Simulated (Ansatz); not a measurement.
# Bi (I4/mcm) in Ansatz: reference runs, part 2 of 2

Ansatz 0.2.0. The steps go on from the part before.

## (4) Single point, PBEsol (atoms moved at random, drawn with an rms of 0.05 Å)

Input file input.yaml:

```yaml
crystal:
  lattice:
    - [-4.449748, 4.449748, 2.065632]
    - [4.449748, -4.449748, 2.065632]
    - [4.449748, 4.449748, -2.065632]
  atoms:
    - { symbol: Bi, position: [0.14799, 0.356914, 0.502299] }
    - { symbol: Bi, position: [0.854406, 0.643741, 0.495596] }
    - { symbol: Bi, position: [0.654179, 0.147829, 0.791532] }
    - { symbol: Bi, position: [0.344259, 0.846682, 0.212656] }
kpoints:
  mp_grid: { grid: [7, 7, 7] }
scf:
  occupations: { method: fermi_dirac, width: 0.05 }
hamiltonian:
  xc: pbesol
  pseudopotentials: { kind: all_electron, lapw: { basis_error: 0.001 } }
output:
  forces: true
  stress: true
  eigenvalues: true
  populations: true
```

Potentials or basis: all-electron LAPW, scalar-relativistic.

Run with:

```sh
$ ansatz run input.yaml --threads 2 --pin off --max-ram 8192MiB --backend cpu --events-out ev --progress --plain --runs-dir out
```

The program printed:

```text
Warning: RAYON_NUM_THREADS=2 ignored (pool sized by the plan → 2); use --threads N
Bi: projections on atomic orbitals take those of the free atom 1s2 2s2 2p6 3s2 3p6 3d10 4s2 4p6 4d10 4f14 5s2 5p6 5d10 6s2 6p3, of charge +0.00 (hamiltonian.pseudopotentials.projection_atoms)
LAPW: plane waves up to 6.983 Å⁻¹, error target 1.0e-3 eV per atom; small_component_spin mean_spin; Bi in spheres of 1.620 Å, 37 of its electrons in bands, Dirac shells [] (how accurate: hamiltonian.pseudopotentials.lapw.basis_error, Limitations)
Engine: ansatz 0.2.0, x86_64-unknown-linux-gnu
Pseudopotentials: kind: all_electron
Pseudopotential: Bi, LAPW, valence charge 37, lapw/all_electron/scalar/gaussian/Bi, Koelling and Harmon's equation, gaussian nucleus
Functional definition: PBEsol
  exchange = pbesol_x
  correlation = pbesol_c
Crystal: 4 atoms, lattice volume = 163.600 Å³
Basis set: ecut = 185.77894904417968 eV, 933 PW (Γ), FFT grids on a1+a2, a2, a3, exchange–correlation at level 2
Bands: 89, of which v1, the nominal top of the filled ones, is band 74 counted from 1 (73 counted from 0)
Symmetry: 1 space group operations
Space group: P1 (ITA 1), of the structure as read, at distance tolerance 5.5e-5 Å
k-points: 172 of 343 (time reversal used)
Non-local potential: Bi, projectors of the file, none
Initial density: superposition of atomic densities (chi_scale 0.1, normalization cell)
Initial wavefunctions: plane waves of lowest kinetic energy (no species holds an atomic orbital)
Functional: x = pbesol(κ = 0.804, μ = 0.12345679012345678), c = pbesol(β = 0.046)
iter 1 solved again at ethr=1.04e-4 eV; its pass at ethr=1.00e-1 eV (dr2=1.54e-1 eV) is discarded
SCF iter   1: F=—  HF=-2342204.998590 eV  |F-HF|=—  |Δ(HF+E_count)|=         —  Δρ=6.78e-3  dr2=1.55e-1  ethr=1.04e-4  ⟨swp⟩=3.0  Hψ=95231  notcnv=0
preconditioner: auto → LDOS  [metal: Δε(μ)=0.004 eV  Ē_g=22.239 eV  σ=0.050 eV  W_gap=0.02  n_scr=52 (ndim 8)  ℏωp=22.5 eV  f_vac=0.269  D(μ)=3.18/eV (n_scr^D=16)  β→1.0]
SCF iter   2: F=—  HF=-2342204.969470 eV  |F-HF|=—  |Δ(HF+E_count)|=   2.91e-2  Δρ=2.83e-3  dr2=3.02e-2  ethr=1.04e-4  ⟨swp⟩=3.0  Hψ=48230  notcnv=0
SCF iter   3: F=—  HF=-2342204.957517 eV  |F-HF|=—  |Δ(HF+E_count)|=   1.20e-2  Δρ=1.18e-3  dr2=8.86e-3  ethr=2.04e-5  ⟨swp⟩=3.0  Hψ=48206  notcnv=0
iter 4 solved again at ethr=3.64e-7 eV; its pass at ethr=5.99e-6 eV (dr2=5.39e-4 eV) is discarded
SCF iter   4: F=—  HF=-2342204.952708 eV  |F-HF|=—  |Δ(HF+E_count)|=         —  Δρ=3.10e-4  dr2=5.40e-4  ethr=3.64e-7  ⟨swp⟩=2.0  Hψ=76264  notcnv=0
the basis was enlarged: its passes take 169.9 KiB over the memory plan, 2 of 2 planned eigensolver slots
SCF iter   5: F=—  HF=-2342204.952432 eV  |F-HF|=—  |Δ(HF+E_count)|=   2.76e-4  Δρ=9.63e-5  dr2=5.90e-5  ethr=3.64e-7  ⟨swp⟩=2.0  Hψ=45012  notcnv=0
SCF iter   6: F=—  HF=-2342204.952428 eV  |F-HF|=—  |Δ(HF+E_count)|=   4.56e-6  Δρ=2.20e-5  dr2=1.70e-6  ethr=3.99e-8  ⟨swp⟩=2.1  Hψ=45039  notcnv=0
SCF iter   7: F=—  HF=-2342204.952427 eV  |F-HF|=—  |Δ(HF+E_count)|=   9.75e-7  Δρ=9.74e-6  dr2=3.29e-7  ethr=1.15e-9  ⟨swp⟩=3.0  Hψ=46054  notcnv=0
SCF iter   8: F=-2342204.952427 eV  HF=-2342204.952427 eV  |F-HF|=1.86e-9  |Δ(HF+E_count)|=   1.14e-7  Δρ=1.96e-6  dr2=1.26e-8  ethr=2.22e-10  ⟨swp⟩=3.0  Hψ=46164  notcnv=0
SCF 1 converged in 8 iterations: F = -2342204.952427 eV  dr2 = 1.26e-8
SCF converged after 8 iterations
Free energy (F): -2342204.952427 eV
Harris-Foulkes:  -2342204.952427 eV  (|F-HF|=1.86e-9)
Internal energy: -2342204.925854 eV  (E = F + TS)
E sigma→0 (E₀):  -2342204.939140 eV
Entropy (-TS):   -0.026573 eV (-6.643 meV/atom)
Fermi energy:    10.866807 eV
--- Per-component energies (eV) ---
  E_band       = -11139.998154
  E_kinetic    = 2711147.776118
  E_xc         = -42596.822236
  E_electrostatic = -5010755.879736  (all electrons and nuclei)
  E_smearing   = -0.026573  (= −TS)
  E_closure    = 0.000000  (closes the sum)
  E_atoms      = -2342188.726400  (free atoms, spherical and without spin; not in F)
  Σ components = -2342204.952427   (vs F -2342204.952427, Δ=0.00e0)
  Basis errors (estimates in eV, not in F): energy 3.5e-4 per atom: plane waves 3.3e-4 (1.9e-4 summed), levels above the bands 2.2e-81, relativity 1.2e-8, radial functions 1.3e-5, core shells 6.0e-9; eigenvalues (radial functions only) 5.9e-7; not estimated: angular momenta, meshes, grids; target (lapw.basis_error) 1.0e-3; muffin-tin radii Bi 1.620 Å
--- Forces (eV/Å), atoms counted from 1 ---
  atom   1  Bi     0.01059430    -0.05289071    -0.00332826
  atom   2  Bi     0.03644923     0.13038509    -0.02055180
  atom   3  Bi    -0.01251397    -0.13779540     0.03090921
  atom   4  Bi    -0.03452966     0.06030107    -0.00702916
  max |Σ_I F_I| component: 9.92e-8 eV/Å
--- Stress (GPa, compression-positive) ---
       -1.307187      -0.013430       0.033022
       -0.013430      -1.611979       0.098041
        0.033022       0.098041      -1.972323
  P = ⅓ Tr σ = -1.6305 GPa (-16.305 kbar)
--- Band table (eV; the first three rows and the last of 172) ---
  k-point 0: bands = ["-142.3243", "-142.3236", "-142.3199", "-142.3199", "-137.4873", "-137.4871", "-137.4852", "-137.4850", "-137.4821", "-137.4821", "-137.4818", "-137.4817", "-137.4815", "-137.4802", "-137.4801", "-137.4785", "-137.4785", "-137.4771", "-137.4769", "-137.4768", "-137.4753", "-137.4750", "-137.4737", "-137.4735", "-137.4735", "-137.4733", "-137.4723", "-137.4721", "-137.4690", "-137.4689", "-137.4689", "-137.4688", "-80.5366", "-80.5351", "-80.5313", "-80.5305", "-80.5244", "-80.5230", "-80.5203", "-80.5192", "-80.5138", "-80.5134", "-80.5102", "-80.5098", "-12.0330", "-12.0124", "-12.0010", "-11.9797", "-11.9766", "-11.9756", "-11.9550", "-11.9539", "-11.9166", "-11.8853", "-11.8773", "-11.8755", "-11.8487", "-11.8453", "-11.8402", "-11.8351", "-11.8330", "-11.8050", "-11.7972", "-11.7408", "-2.1996", "0.6441", "0.8495", "1.0488", "6.4794", "9.0803", "9.6187", "9.6428", "10.2160", "10.3986", "10.7742", "10.9400", "13.7303", "13.9790", "14.0388", "14.5515", "15.8297", "16.8598", "17.0315", "18.4894", "18.6057", "19.2897", "19.3692", "19.5564", "20.8546"]
  k-point 1: bands = ["-142.3243", "-142.3236", "-142.3199", "-142.3199", "-137.4873", "-137.4871", "-137.4852", "-137.4850", "-137.4821", "-137.4821", "-137.4818", "-137.4817", "-137.4815", "-137.4802", "-137.4801", "-137.4785", "-137.4785", "-137.4771", "-137.4769", "-137.4768", "-137.4753", "-137.4750", "-137.4737", "-137.4735", "-137.4735", "-137.4733", "-137.4723", "-137.4721", "-137.4690", "-137.4689", "-137.4689", "-137.4688", "-80.5366", "-80.5351", "-80.5313", "-80.5305", "-80.5244", "-80.5230", "-80.5203", "-80.5192", "-80.5138", "-80.5134", "-80.5102", "-80.5098", "-12.0360", "-12.0186", "-11.9982", "-11.9862", "-11.9753", "-11.9679", "-11.9544", "-11.9492", "-11.9207", "-11.8868", "-11.8745", "-11.8722", "-11.8502", "-11.8484", "-11.8383", "-11.8338", "-11.8299", "-11.8066", "-11.7954", "-11.7445", "-2.1490", "0.2657", "0.9469", "1.2523", "6.6687", "8.7379", "9.4911", "9.9411", "10.0296", "10.4824", "10.8230", "11.2904", "13.4703", "13.8472", "14.5276", "14.6679", "15.5653", "16.2990", "16.9822", "18.0634", "18.7223", "19.1477", "19.2761", "20.4153", "20.6593"]
  k-point 2: bands = ["-142.3243", "-142.3236", "-142.3199", "-142.3199", "-137.4873", "-137.4871", "-137.4852", "-137.4850", "-137.4821", "-137.4821", "-137.4818", "-137.4817", "-137.4815", "-137.4802", "-137.4801", "-137.4785", "-137.4785", "-137.4771", "-137.4769", "-137.4768", "-137.4753", "-137.4750", "-137.4737", "-137.4735", "-137.4735", "-137.4733", "-137.4723", "-137.4721", "-137.4690", "-137.4689", "-137.4689", "-137.4688", "-80.5366", "-80.5351", "-80.5313", "-80.5305", "-80.5242", "-80.5232", "-80.5203", "-80.5192", "-80.5138", "-80.5134", "-80.5102", "-80.5098", "-12.0444", "-12.0253", "-11.9940", "-11.9927", "-11.9702", "-11.9604", "-11.9539", "-11.9407", "-11.9292", "-11.8905", "-11.8724", "-11.8634", "-11.8534", "-11.8513", "-11.8367", "-11.8329", "-11.8169", "-11.8121", "-11.7910", "-11.7550", "-2.0143", "-0.2077", "0.9683", "1.5097", "7.1655", "8.3498", "9.2019", "9.6294", "10.5283", "10.5842", "10.8244", "11.9848", "13.0590", "13.8429", "14.8040", "14.8758", "15.0126", "16.1068", "16.9967", "17.1378", "18.9590", "19.0352", "19.0851", "19.8776", "20.2574"]
  k-point 171: bands = ["-142.3243", "-142.3236", "-142.3199", "-142.3199", "-137.4873", "-137.4871", "-137.4852", "-137.4850", "-137.4821", "-137.4821", "-137.4818", "-137.4817", "-137.4815", "-137.4802", "-137.4801", "-137.4785", "-137.4785", "-137.4771", "-137.4769", "-137.4768", "-137.4753", "-137.4750", "-137.4737", "-137.4735", "-137.4735", "-137.4733", "-137.4723", "-137.4721", "-137.4690", "-137.4689", "-137.4689", "-137.4688", "-80.5366", "-80.5351", "-80.5313", "-80.5308", "-80.5241", "-80.5231", "-80.5201", "-80.5194", "-80.5138", "-80.5133", "-80.5102", "-80.5099", "-12.0353", "-12.0241", "-11.9901", "-11.9848", "-11.9554", "-11.9505", "-11.9345", "-11.9312", "-11.9098", "-11.8929", "-11.8879", "-11.8771", "-11.8673", "-11.8490", "-11.8440", "-11.8282", "-11.8161", "-11.8090", "-11.7936", "-11.7836", "-1.3548", "0.2003", "1.0237", "1.1597", "6.7233", "7.6298", "7.7699", "8.5711", "9.1876", "10.7562", "11.6721", "12.1454", "12.6758", "13.4301", "14.0805", "14.4595", "15.9357", "17.2278", "17.7548", "18.0009", "18.4783", "19.4289", "19.6913", "19.7751", "20.0463"]
--- Löwdin populations: 4 sites ---
  site symbol       q [e]
     0     Bi     82.9686
     1     Bi     82.9697
     2     Bi     82.9702
     3     Bi     82.9669
  spilling = 0.000375 (of n_electrons = 332.000000)
```

populations.tsv:

```text
# site	symbol	l	j	q
# orbitals = lowdin
# n_electrons = 332.000000
# spilling = 0.000375
# projection_atom_Bi: 1s2 2s2 2p6 3s2 3p6 3d10 4s2 4p6 4d10 4f14 5s2 5p6 5d10 6s2 6p3
0	Bi	0_1S	-	2.000000
0	Bi	0_2S	-	1.999998
0	Bi	0_3S	-	1.999982
0	Bi	0_4S	-	1.999831
0	Bi	0_5S	-	1.998057
0	Bi	0_6S	-	1.918682
0	Bi	1_2P	-	6.000000
0	Bi	1_3P	-	5.999999
0	Bi	1_4P	-	5.999974
0	Bi	1_5P	-	5.998177
0	Bi	1_6P	-	3.057345
0	Bi	2_3D	-	10.000000
0	Bi	2_4D	-	9.999997
0	Bi	2_5D	-	9.996528
0	Bi	3_4F	-	13.999998
1	Bi	0_1S	-	2.000000
1	Bi	0_2S	-	1.999998
1	Bi	0_3S	-	1.999982
1	Bi	0_4S	-	1.999833
1	Bi	0_5S	-	1.998081
1	Bi	0_6S	-	1.919643
1	Bi	1_2P	-	6.000000
1	Bi	1_3P	-	5.999999
1	Bi	1_4P	-	5.999974
1	Bi	1_5P	-	5.998197
1	Bi	1_6P	-	3.057473
1	Bi	2_3D	-	10.000000
1	Bi	2_4D	-	9.999997
1	Bi	2_5D	-	9.996572
1	Bi	3_4F	-	13.999998
2	Bi	0_1S	-	2.000000
2	Bi	0_2S	-	1.999998
2	Bi	0_3S	-	1.999983
2	Bi	0_4S	-	1.999837
2	Bi	0_5S	-	1.998127
2	Bi	0_6S	-	1.921418
2	Bi	1_2P	-	6.000000
2	Bi	1_3P	-	5.999999
2	Bi	1_4P	-	5.999974
2	Bi	1_5P	-	5.998231
2	Bi	1_6P	-	3.056044
2	Bi	2_3D	-	10.000000
2	Bi	2_4D	-	9.999997
2	Bi	2_5D	-	9.996642
2	Bi	3_4F	-	13.999998
3	Bi	0_1S	-	2.000000
3	Bi	0_2S	-	1.999998
3	Bi	0_3S	-	1.999982
3	Bi	0_4S	-	1.999829
3	Bi	0_5S	-	1.998027
3	Bi	0_6S	-	1.917793
3	Bi	1_2P	-	6.000000
3	Bi	1_3P	-	5.999999
3	Bi	1_4P	-	5.999973
3	Bi	1_5P	-	5.998156
3	Bi	1_6P	-	3.056693
3	Bi	2_3D	-	10.000000
3	Bi	2_4D	-	9.999997
3	Bi	2_5D	-	9.996476
3	Bi	3_4F	-	13.999998
```

Wall time 96 s (2 threads of AMD EPYC 9R45 (Zen 5), shared host); peak memory 1.9 GiB.

Results:

- Free energy: -2342204.9524 eV
- Pressure: -1.6 GPa
- Largest force: 0.142 eV/Å
- Band gap on the k mesh: none (metal or under the smearing width)

Forces on the atoms (eV/Å):
```
Bi   0.011 -0.053 -0.003
Bi   0.036  0.130 -0.021
Bi  -0.013 -0.138  0.031
Bi  -0.035  0.060 -0.007
```

Stress tensor (GPa, compression positive):
```
-1.31 -0.01  0.03
-0.01 -1.61  0.10
 0.03  0.10 -1.97
```

Levels at points of the mesh, in eV from the Fermi level:
```csv
k point,band 70,band 71,band 72,band 73,band 74,band 75,band 76,band 77,band 78,band 79
"(0.00, 0.00, 0.00)",-1.79,-1.25,-1.22,-0.65,-0.47,-0.09,0.07,2.86,3.11,3.17
```

Caveat: spin-orbit coupling is left out, which moves the levels of the heavy elements.

## (5) Overview

```tsv
task	cell	cutoff (eV)	gap on the mesh (eV)	pressure (GPa)	largest force (eV/Å)
single point	as given	175	none	-1.8	0.12
equation of state	as given	-	-	-	-
single point	atoms moved at random, drawn with an rms of 0.05 Å	186	none	-1.6	0.14
```

Alike in all rows: level PBEsol; potentials or basis all-electron LAPW, scalar-relativistic; no spin polarisation; k mesh 7 × 7 × 7; smearing fermi-dirac 0.05 eV; basis error allowed 0.001 eV/atom.

Caveats: spin-orbit coupling is left out, which moves the levels of the heavy elements.

Compare energies only between runs with the same functional and basis.
